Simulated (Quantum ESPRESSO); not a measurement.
C, a slab with vacuum:

```xyz
2
Lattice="2.4562 0.0000 0.0000 -1.2281 2.1271 0.0000 0.0000 0.0000 8.5238" Properties=species:S:1:pos:R:3 pbc="T T T"
C     1.2281    0.7090    0.0000
C     0.0000    1.4181    0.0000
```

```yaml
Program: Quantum ESPRESSO 7.5
Task: single point
Functional: PBE
Potentials_or_basis: SSSP 1.3 efficiency PBE
Cutoff: 748 eV
Density_cutoff: 5987 eV
k_mesh: 12 × 12 × 3
Occupations: fermi-dirac, width 0.05 eV
Spin: no spin polarisation
```

On this cell: largest force under 0.003 eV/Å; band gap on the k mesh none (metal or under the smearing width).

The same run follows on a disturbed copy (atoms moved at random, drawn with an rms of 0.05 Å):

```
C
1.0
     2.45617    0.00000    0.00000
    -1.22809    2.12711    0.00000
     0.00000    0.00000    8.52380
C
2
Direct
  0.65630 0.33472 0.99940
  0.32410 0.66274 0.99900
```

What does the disturbed cell give?

The energy (extrapolated to zero smearing) moves by +2.3 meV/atom; largest force 0.704 eV/Å; band gap on the k mesh 0.20 eV, direct.

Forces in eV/Å, atoms in the order of the input:
```
C    0.454 -0.535 -0.058
C   -0.454  0.535  0.058
```

Stress tensor (GPa, compression positive):
```
 2.43 -0.17  0.01
-0.17  2.03 -0.01
 0.01 -0.01 -0.07
```

A k mesh can miss the band edges.
